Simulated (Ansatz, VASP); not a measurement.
**One calculation of GaSb, two programs**

INCAR

```
  PREC = Accurate
  ENCUT = 600
  EDIFF = 1E-6
  ISMEAR = 0
  SIGMA = 0.1
  LREAL = False
  LASPH = True
  NELM = 80
  ALGO = Normal
  ISIF = 3
  LWAVE = False
  LCHARG = False
  GGA = PE
  IVDW = 12
  IBRION = 2
  NSW = 100
  EDIFFG = -0.005
```

File KPOINTS:

```
Automatic mesh
0
Gamma
  12 12 12
```

Contents of POSCAR:

```
GaSb
1.0
    0.0000000000      3.0590000000      3.0590000000
    3.0590000000      0.0000000000      3.0590000000
    3.0590000000      3.0590000000      0.0000000000
Ga Sb
1 1
Direct
    0.0000000000      0.0000000000      0.0000000000
    0.7500000000      0.7500000000      0.7500000000
```

Input for Ansatz:

```yaml
crystal:
  lattice:
    - [0.0, 3.059, 3.059]
    - [3.059, 0.0, 3.059]
    - [3.059, 3.059, 0.0]
  atoms:
    - { symbol: Ga, position: [0.0, 0.0, 0.0] }
    - { symbol: Sb, position: [0.75, 0.75, 0.75] }
basis:
  ecutwfc: 420
kpoints:
  mp_grid: { grid: [12, 12, 12] }
hamiltonian:
  xc: pbe
  pseudopotentials: { kind: paw, azcp: { folder: soft_1 } }
  dispersion: d3bj
scf:
  occupations: { method: gaussian, width: 0.1 }
output:
  forces: true
  stress: true
  eigenvalues: true
relax:
  adjacent_minimum: "off"
  f_tol: 0.005
  max_steps: 80
  cell: { stress_tol: 0.05 }
```

Alike in both runs: task relaxation of cell and atoms; functional PBE; dispersion D3(BJ); k mesh 12 × 12 × 12; occupations gaussian, width 0.1 eV; no spin polarisation.

|  | VASP | Ansatz |
| --- | --- | --- |
| version | VASP 6.6.1 | Ansatz 0.2.0 |
| potentials or method | VASP PAW PBE potentials, release 64 (Ga_d, Sb) | scalar-relativistic, plane waves, PAW |
| plane-wave cutoff (eV) | 600 | 420 |
| valence electrons in the cell | 18 | 28 |

Ansatz gave:

| Item | Value |
| --- | --- |
| gap on the k mesh at the Fermi level, each at its own relaxed structure (eV) | none |
| relaxed volume (Å³/atom) | 28.79 |
| relaxed cell length with the largest relative difference (Å) | 4.334 |

Which values does VASP return?

gap on the k mesh at the Fermi level, each at its own relaxed structure (eV): none; relaxed volume (Å³/atom): 28.83; relaxed cell length with the largest relative difference (Å): 4.336.

A gap of «none» marks a metal or a gap that the smearing closes. The two sets of potentials don't hold the same shells in valence.

Caveats: pairwise dispersion overbinds metals, which lowers pressure and volume; this crystal is a semiconductor, whose small gap the functional closes, so the metal is an error of the method. Spin-orbit coupling is left out, which matters for the levels of Sb. Zero-point motion and thermal expansion aren't in these numbers.
